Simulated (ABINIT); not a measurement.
# RbBr (Fm-3m): G0W0 with and without spin-orbit coupling, part 2 of 2

Is the spin-orbit change of the gap of RbBr (Fm-3m) the same in DFT and in GW?

ABINIT 10.8.3; PBE and many-body steps on it, plane waves. Known limits of the many-body steps: not at the basis limit; screening head approximate; no spin-orbit coupling in some runs.

So far. Step 4 (Scalar-relativistic): The gap on the mesh goes from 4.36 eV to 6.52 eV, a correction of +2.16 eV. Step 5 (Empty states on the mesh, 4×4×4 mesh, 102 bands): On this mesh the gap is 4.202 eV.

The database entry behind the starting cell differs from later determinations by our own check (about 0.5 % short), so it need not match the best structure at ambient conditions.

## (6) Screening, 4×4×4 mesh, 94 bands, screening to 98 eV

This step: RPA screening on PBE with spin-orbit coupling, plane waves, norm-conserving pseudopotentials.

The input, run.abi:

```
acell 3*1.0 Angstrom
rprim 
  0.000000000000 3.427000000000 3.427000000000
  3.427000000000 0.000000000000 3.427000000000
  3.427000000000 3.427000000000 -0.000000000000
ntypat 2
znucl 37 35
natom 2
typat 1 2
xred 
  0.000000000000 0.000000000000 0.000000000000
  0.500000000000 0.500000000000 0.500000000000
pp_dirpath "pseudos"
pseudos "Rb.upf, Br.upf"
ecut 19
nspinor 2
ngkpt 4 4 4
nshiftk 1
shiftk 0 0 0
kptopt 1
chksymbreak 0
istwfk *1
occopt 1
irdwfk 1
optdriver 3
nband 94
ecuteps 3.6
inclvkb 0
awtr 1
symchi 1
indata_prefix "in"
outdata_prefix "out"
tmpdata_prefix "tmp"
```

Launch:

```
$ OMP_NUM_THREADS=1 mpirun -n 4 abinit run.abi > log
```

Numbers of over 12 decimals in the logs are rounded to 6 here.

The log of the run:

```text
.Version 10.8.3 of ABINIT. v10.8.2 released Aug 2026.

 Symmetries : space group Fm -3 m (#225); Bravais cF (face-center cubic)
[... echo of the input left out ...]
== DATASET  1 ==================================================================
-   mpi_nproc: 4, omp_nthreads: 1 (-1 if OMP is not activated)

--- !DatasetInfo
iteration_state: {dtset: 1, }
dimensions: {natom: 2, nkpt: 8, mband: 94, nsppol: 1, nspinor: 2, nspden: 1, mpw: 2180, }
cutoff_energies: {ecut:  19.0, pawecutdg:  -1.0, }
electrons: {nelect:   1.60000000E+01, charge:   0.00000000E+00, occopt:   1.00000000E+00, tsmear:   1.00000000E-02, }

 SCREENING: Calculation of the susceptibility and dielectric matrices

 Based on a program developped by R.W. Godby, V. Olevano, G. Onida, and L. Reining.
 Incorporated in ABINIT by V. Olevano, G.-M. Rignanese, and M. Torrent.
.Using double precision arithmetic ; gwpc =  8

[... cell and pseudopotentials left out ...]
--------------------------------------------------------------------------------

 ==== K-mesh for the wavefunctions ====
 Number of points in the irreducible wedge :     8
[... list of points left out ...]
 Together with 48 symmetry operations and time-reversal symmetry
 yields    64 points in the full Brillouin Zone.

 ==== Q-mesh for the screening function ====
 Number of points in the irreducible wedge :     8
[... list of points left out ...]
 Together with 48 symmetry operations and time-reversal symmetry
 yields    64 points in the full Brillouin Zone.

 setmesh: FFT mesh size selected  =    25x   25x   25
          total number of points  =        15625

 vcoul_init : cutoff-mode = AUXILIARY_FUNCTION
 q-points for optical limit:   1
     1)      0.000010    0.000020    0.000030

- screening: taking advantage of time-reversal symmetry
- Maximum band index for partially occupied states nbvw = 16
- Remaining bands to be divided among processors   nbcw = 78
- Number of bands treated by each node ~19

 Number of electrons calculated from density =   16.0000; Expected =   16.0000
 average of density, n =  0.029454
 r_s =    2.0087
 omega_plasma =   16.5551 [eV]

 calculating chi0 at frequencies [eV] :
  1    0.000000E+00    0.000000E+00
  2    0.000000E+00    1.655507E+01

--------------------------------------------------------------------------------
  q-point number  1        q = ( 0.000000, 0.000000, 0.000000) [r.l.u.]
--------------------------------------------------------------------------------
[... chi0 elements left out ...]
 For q-point:  0.000010 0.000020 0.000030
  dielectric constant =   2.3137
  dielectric constant without local fields =   2.7697

  Average fulfillment of the sum rule on Im[epsilon] for q-point    1 :     61.94  [%]
[... wings left out ...]
  q-point number  2        q = ( 0.250000, 0.000000, 0.000000) [r.l.u.]
--------------------------------------------------------------------------------
[... chi0 elements left out ...]
  Average fulfillment of the sum rule on Im[epsilon] for q-point    2 :     82.87  [%]

 [... 6 further q-points ...]
```

Elapsed: 1.7 min, on 4 MPI ranks of Arm Neoverse N1, shared host; peak memory 0.9 GiB.

This step gave:

| Quantity | Value |
| --- | --- |
| ε∞ with local fields, on this mesh, along the program's q direction | 2.314 |
| the same without local fields | 2.770 |
| plasma frequency | 16.56 eV |
| plane waves in the screening matrix | 169 |

## (7) With spin-orbit coupling

This step: G0W0 on PBE with spin-orbit coupling, plane waves, norm-conserving pseudopotentials.

Edit run.abi of step 6 so:

```diff
@@ -24,8 +24,15 @@
 irdwfk 1
-optdriver 3
+optdriver 4
 nband 94
+gwcalctyp 0
+ecutsigx 19
+symsigma 0
+nkptgw 1
+kptgw 
+  0.0000000000 0.0000000000 0.0000000000
+bdgw 
+  13 22
 ecuteps 3.6
-inclvkb 0
-awtr 1
-symchi 1
+irdscr 1
+ppmodel 1
 indata_prefix "in"
```

The log of the run:

```text
.Version 10.8.3 of ABINIT. v10.8.2 released Aug 2026.

 Symmetries : space group Fm -3 m (#225); Bravais cF (face-center cubic)
[... echo of the input left out ...]
== DATASET  1 ==================================================================
-   mpi_nproc: 4, omp_nthreads: 1 (-1 if OMP is not activated)

--- !DatasetInfo
iteration_state: {dtset: 1, }
dimensions: {natom: 2, nkpt: 8, mband: 94, nsppol: 1, nspinor: 2, nspden: 1, mpw: 2180, }
cutoff_energies: {ecut:  19.0, pawecutdg:  -1.0, }
electrons: {nelect:   1.60000000E+01, charge:   0.00000000E+00, occopt:   1.00000000E+00, tsmear:   1.00000000E-02, }

 SIGMA: Calculation of the GW corrections

 Based on a program developped by R.W. Godby, V. Olevano, G. Onida, and L. Reining.
 Incorporated in ABINIT by V. Olevano, G.-M. Rignanese, and M. Torrent.
.Using double precision arithmetic ; gwpc =  8

[... cell and pseudopotentials left out ...]
--------------------------------------------------------------------------------

 ==== K-mesh for the wavefunctions ====
 Number of points in the irreducible wedge :     8
[... list of points left out ...]
 Together with 48 symmetry operations and time-reversal symmetry
 yields    64 points in the full Brillouin Zone.

 ==== Q-mesh for screening function ====
 Number of points in the irreducible wedge :     8
[... list of points left out ...]
 Together with 48 symmetry operations and time-reversal symmetry
 yields    64 points in the full Brillouin Zone.

 vcoul_init : cutoff-mode = AUXILIARY_FUNCTION
 q-points for optical limit:   1
     1)      0.000010    0.000020    0.000030
 setmesh: FFT mesh size selected  =    36x   36x   36
          total number of points  =        46656

 Number of electrons calculated from density =   16.0000; Expected =   16.0000
[...]
number of symmetry operations                      48
 number of k-points in BZ                           64
 number of q-points in BZ                           64
 number of frequencies for dSigma/dE                 9
 frequency step for dSigma/dE [eV]                0.25
 number of omega for Sigma on real axis              0
 max omega for Sigma on real axis  [eV]           0.00
 zcut for avoiding poles [eV]                     0.10

 EPSILON^-1 parameters (SCR file):
 dimension of the eps^-1 matrix on file            169
 dimension of the eps^-1 matrix used               169
 number of plane-waves for wavefunctions          2109
 number of bands                                    94
 number of q-points in IBZ                           8
 number of frequencies                               2
 number of real frequencies                          1
 number of imag frequencies                          1

 matrix elements of self-energy operator (all in [eV])

 Perturbative Calculation

--- !SelfEnergy_ee
iteration_state: {dtset: 1, }
kpoint     : [   0.000,    0.000,    0.000, ]
spin       : 1
KS_gap     :    4.202
QP_gap     :    6.363
Delta_QP_KS:    2.161
data: !SigmaeeData |
     Band     E0 <VxcDFT>   SigX SigC(E0)      Z dSigC/dE  Sig(E)    E-E0       E
       13  -0.878 -12.619 -16.404   2.130   0.821  -0.219 -13.977  -1.358  -2.237
       14  -0.878 -12.619 -16.406   2.131   0.821  -0.219 -13.978  -1.359  -2.237
       15  -0.878 -12.619 -16.394   2.128   0.821  -0.219 -13.971  -1.352  -2.230
[...]
21   6.238  -7.388  -3.248  -2.525   0.867  -0.153  -5.987   1.401   7.639
       22   6.238  -7.388  -3.247  -2.525   0.867  -0.153  -5.987   1.401   7.639

== END DATASET(S) ==============================================================
================================================================================

 -outvars: echo values of variables after computation  --------
           etotal      0.0000000000E+00
            nband          94
             nkpt           8
          spgroup         225
 [... the other variables as echoed above ...]

 Calculation completed.
```

The job ended after 99 s (4 MPI ranks; peak memory 0.8 GiB; 6.6 min of CPU time).

Numbers from this step:

| Quantity | Value |
| --- | --- |
| G0W0 gap on the points computed | 6.361 eV |
| starting gap on the mesh | 4.202 eV |
| k of the valence top | 0, 0, 0 |
| k of the conduction bottom | 0, 0, 0 |
| Z at the valence top | 0.821 |
| Z at the conduction bottom | 0.871 |
| least direct G0W0 gap on the computed points | 6.361 eV |

Against G0W0 in ABINIT (4×4×4 mesh, 47 bands, screening to 98 eV, Godby-Needs plasmon pole), the gap moves by −0.163 eV.

## (8) Side by side

Times are wall times on 4 MPI ranks of Arm Neoverse N1, shared host, good to a factor of about two. A run's time includes the screening step that it read.

```tsv
run	mesh	bands	screening cutoff (eV)	DFT gap (eV)	gap on the mesh (eV)	direct (eV)	ε∞ used	time
scalar-relativistic	4×4×4	47	98	4.364	6.524	6.524	2.31	17 s
with spin-orbit coupling	4×4×4	94	98	4.202	6.361	6.361	2.31	3.3 min
```

## (9) Summary of results

```yaml
scalar_relativistic: 6.524 eV
with_spin_orbit_coupling: 6.361 eV
known_limits: not at the basis limit; screening head approximate; no spin-orbit coupling in some runs
```

**Reading.** With spin-orbit coupling: −0.163 eV against scalar-relativistic, −0.161 eV of it in the start. Bands and cutoff are finite, so the gap is not at the basis limit. The miss can reach some tenths of an eV and take either sign; the mesh is an error of its own. In the G0W0 runs levels were corrected at 1 k point alone, so a gap called «on the mesh» is the least over those, and an edge elsewhere would be missed. The long-wavelength limit of the screening leaves out the non-local commutator, which shifts ε∞.

[Paths, hosts, dates, memory and timing lines, banners, echoed tables and standing remarks are left out of the program output.]

[Logs are printed without paths, hosts, clocks, repeated set-up lines and the standing remarks that a program may print on its own settings, such as how far it seeks lower states.]

[Runs of the session that timed out or met a known fault of the program may be left out.]

[Hosts, paths, dates, database ids (printed as entryN), source tags and the programs' standing remarks are cut or masked in the printed files.]

[G0W0 gaps are taken among the corrected bands and points alone; a level outside them can change the order at an edge.]

[Where Ansatz stands beside ABINIT at settings called matched, ABINIT's density can come from a denser mesh and the files from another edition; pairs whose starting gaps differed by over 0.03 eV were left out, so agreement reads better than it is.]
